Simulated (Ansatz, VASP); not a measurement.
One calculation of MgS, two programs

File INCAR:

```
PREC = Accurate
ENCUT = 520
EDIFF = 1E-6
ISMEAR = 0
SIGMA = 0.02
LREAL = False
LASPH = True
NELM = 80
ALGO = Normal
ISIF = 2
LWAVE = False
LCHARG = False
GGA = PS
NBANDS = 16
```

KPOINTS

```
Automatic mesh
0
Gamma
  6 6 6
```

Contents of POSCAR:

```
MgS
1.0
    2.5808957029      2.5808957029      0.0000000000
   -2.5808957029      2.5808957029      0.0000000000
    0.0000000000      0.0000000000      5.2855861606
Mg S
2 2
Direct
    0.0000000000      0.0000000000      0.0000000000
    0.5000000000      0.5000000000      0.5000000000
    0.5000000000      0.5000000000      0.0000000000
    0.0000000000      0.0000000000      0.5000000000
```

Input for Ansatz:

```yaml
crystal:
  lattice:
    - [2.5808957029, 2.5808957029, 0.0]
    - [-2.5808957029, 2.5808957029, 0.0]
    - [0.0, 0.0, 5.2855861606]
  atoms:
    - { symbol: Mg, position: [0.0, 0.0, 0.0] }
    - { symbol: Mg, position: [0.5, 0.5, 0.5] }
    - { symbol: S, position: [0.5, 0.5, 0.0] }
    - { symbol: S, position: [0.0, 0.0, 0.5] }
basis:
  ecutwfc: 420
kpoints:
  mp_grid: { grid: [6, 6, 6] }
  band_path: { path: [VBM, CBM], npoints: 2 }
hamiltonian:
  xc: pbesol
scf:
  occupations: { method: gaussian, width: 0.02 }
output:
  forces: true
  stress: true
  eigenvalues: true
checkpoint:
  read: start.run
  write: ck
  compress: false
  write_wavefunctions: false
  write_every: 100000
```

Alike in both runs: task single point; functional PBEsol; k mesh 6 × 6 × 6; occupations gaussian, width 0.02 eV; no spin polarisation.

|  | VASP | Ansatz |
| --- | --- | --- |
| version | VASP 6.6.1 | Ansatz 0.2.0 |
| potentials or method | VASP PAW PBE potentials, release 64 (Mg, S) | scalar-relativistic, plane waves, PAW |
| plane-wave cutoff (eV) | 520 | 420 |
| valence electrons in the cell | 16 | 32 |

VASP gave:

| Property | Result |
| --- | --- |
| gap on the k mesh at the Fermi level (eV) | 2.60 |
| least direct gap on the mesh (eV) | 2.73 |
| pressure (GPa) | -1.0 |
| largest component of the traceless stress (GPa) | 1.62 |

**Question.** Which values does Ansatz return?

**Answer.** gap on the k mesh at the Fermi level (eV): 2.60; least direct gap on the mesh (eV): 2.73; pressure (GPa): -0.8; largest component of the traceless stress (GPa): 1.63.

The two sets of potentials don't hold the same shells in valence.

Caveats: the PAW data sets were made with another functional, which shifts forces and pressure a little (VASP). A k mesh can miss the band edges.
